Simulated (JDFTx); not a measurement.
Write the native input for JDFTx 1.7.0 (patched build) that does the following.

```yaml
Task: single point
Functional: r2SCAN
Potentials_or_basis: SG15-PBE-1.2 with smoothed tails
Cutoff: 1088 eV
Density_cutoff: 8708 eV
k_mesh: 3 × 3 × 3
Occupations: fermi-dirac, width 0.05 eV
Spin: no spin polarisation
Local_potential_set_to_-Z/r_beyond: 6 bohr
Bands: 25
Density_cutoff_over_wavefunction_cutoff: 8
Max_SCF_steps: 100
SCF_threshold_on_the_energy: 1e-09 Ha
Solver_of_the_electrons: scf
Further_solve_for_the_empty_bands: yes
```

The system is CdTe.

```xyz
2
Lattice="0.0000 3.2050 3.2050 3.2050 0.0000 3.2050 3.2050 3.2050 0.0000" Properties=species:S:1:pos:R:3 pbc="T T T"
Te    4.8075    4.8075    4.8075
Cd    0.0000    0.0000    0.0000
```

One way to write it, as run:

CdTe.in

```
lattice Face-Centered Cubic 12.1131444589
coords-type Lattice
ion Te     0.7500000000     0.7500000000     0.7500000000 1
ion Cd     0.0000000000     0.0000000000     0.0000000000 1

ion-species pseudo/Te.upf
ion-species pseudo/Cd.upf
elec-cutoff 40 320
elec-ex-corr mgga-x-r2scan mgga-c-r2scan
kpoint-folding 3 3 3
elec-smearing Fermi 0.0018374661
elec-n-bands 25
electronic-SCF nIterations 100 energyDiffThreshold 1e-09
electronic-minimize nIterations 30 energyDiffThreshold 1e-7
converge-empty-states yes
forces-output-coords Cartesian

dump-name run.$VAR
dump End Ecomponents EigStats BandEigs Kpoints Forces Stress ElecDensity KEdensity
```

Potentials or basis: SG15-PBE-1.2 with smoothed tails.

The run is started by

```console
$ jdftx -c 1 -i CdTe.in -o CdTe.out
```

Results of the run:

```
Pressure               : 3.5 GPa
Band gap on the k mesh : 1.12 eV, direct
```

Caveat: the k mesh is coarse (spacing up to 0.57 Å⁻¹), so the values aren't converged; the potentials were made for another functional, which shifts forces and pressure; spin-orbit coupling is left out, which moves the levels of the heavy elements.

Run time: 12 min on 1 thread of Arm Neoverse V1, on a shared host, peak memory 0.25 GiB.
